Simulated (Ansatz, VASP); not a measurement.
# Two plane-wave programs on CoSi

```
Co Si
1.0
     0.00000    2.30452    2.30452
     2.30452    0.00000    2.30452
     2.30452    2.30452    0.00000
Co Si
1 1
Direct
  0.00000 0.00000 0.00000
  0.50000 0.50000 0.50000
```

Alike in both runs: functional PBEsol; k mesh 14 × 14 × 14; occupations fermi-dirac, width 0.05 eV; no spin polarisation.

Ansatz relaxed the structure, and its values are those at the end. VASP's run is a single point on that final structure, the one shown.

```csv
,VASP,Ansatz
version,VASP 6.6.1,Ansatz 0.2.0
potentials or method,"VASP PAW PBE potentials, release 64 (Co, Si)","PAW with Ansatz's default frozen-core files, scalar-relativistic"
plane-wave cutoff (eV),520,420
valence electrons in the cell,13,21
```

Ansatz gave:

```
pressure (GPa) : 0.0
```

Task: Estimate VASP's values.

Result: Pressure (GPa): 0.2.

The two sets of potentials don't hold the same shells in valence.

Caveats: the PAW data sets were made with another functional, which shifts forces and pressure a little (VASP). Spin polarisation is off, so any magnetic state and its effect on volume and gap are missing.
